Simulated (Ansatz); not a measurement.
Ansatz results at the PBE0-D4/def2-TZVP geometry: HOMO–LUMO gap (PBE0/def2-TZVPP) 6.86 eV; size of the dipole moment (ωB97M-V/def2-TZVPP) 4.74 D; HOMO energy (PBE0/def2-TZVPP) -8.72 eV.

Each molecule was computed in one conformer, which needn't be the lowest.

**Question.** Which molecule gave them?
A. `CN=C=C=N`
B. `C=N[SiH2]S`
C. `CC(=N)C#N`
D. `c1c[nH]cn1`

**Answer.** C. The others give `C=N[SiH2]S`: 6.16, 1.60, -7.33; `CN=C=C=N`: 3.62, 0.81, -6.08; `c1c[nH]cn1`: 7.39, 3.79, -6.70.
